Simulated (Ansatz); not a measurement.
# Phases of CdSe at 13 GPa

Structure types of CdSe are relaxed in primitive cells with their symmetry kept at 13 GPa, on PAW files; LAPW relaxes the small cells further and takes the PAW cell for the others (marked *). The enthalpy is E + pV at zero temperature, without zero-point motion. Only the types listed were tried, and differences under about 5 meV/atom are mesh noise. The real phase may be another.

Level of theory: DFT with PBE, scalar-relativistic, in Ansatz 0.2.0; Fermi–Dirac smearing of 0.08 eV, no spin polarisation. LAPW: all electrons, basis error target 0.5 meV/atom; PAW: frozen-core files, cutoff 420 eV.

k meshes: rocksalt 13×13×13, CsCl 13×13×13, zincblende 11×11×11, wurtzite 9×9×5, NiAs 10×10×6.

**Question.** Which type is lowest in enthalpy, and by how much?

**Answer.** rocksalt, 49 meV/atom below NiAs. The whole table:

| start type | ends as | a, b, c (Å) | V (Å³/atom) | H − H(lowest), LAPW (meV/atom) | same, PAW |
| --- | --- | --- | --- | --- | --- |
| rocksalt | rocksalt, Fm-3m | 5.457, 5.457, 5.457 | 20.31 | 0.0 | 0.0 |
| CsCl | CsCl, Pm-3m | 3.379, 3.379, 3.379 | 19.29 | 367.9 | 368.1 |
| zincblende | zincblende, F-43m | 5.822, 5.822, 5.822 | 24.67 | 263.4 | 262.2 |
| wurtzite* | wurtzite, P6_3mc | 4.102, 4.102, 6.767 | 24.65 | 265.2 | 264.1 |
| NiAs* | NiAs, P6_3/mmc | 3.836, 3.836, 6.452 | 20.55 | 48.9 | 48.9 |

**Question.** Split the lead of rocksalt over NiAs into energy and pV.

**Answer.** For NiAs less rocksalt: ΔE = +28.8 meV/atom, and p·ΔV = 13 GPa × +0.2469 Å³ × 6.242 meV/(GPa·Å³) = +20.0 meV/atom, together 48.8 meV/atom. rocksalt wins on both counts.
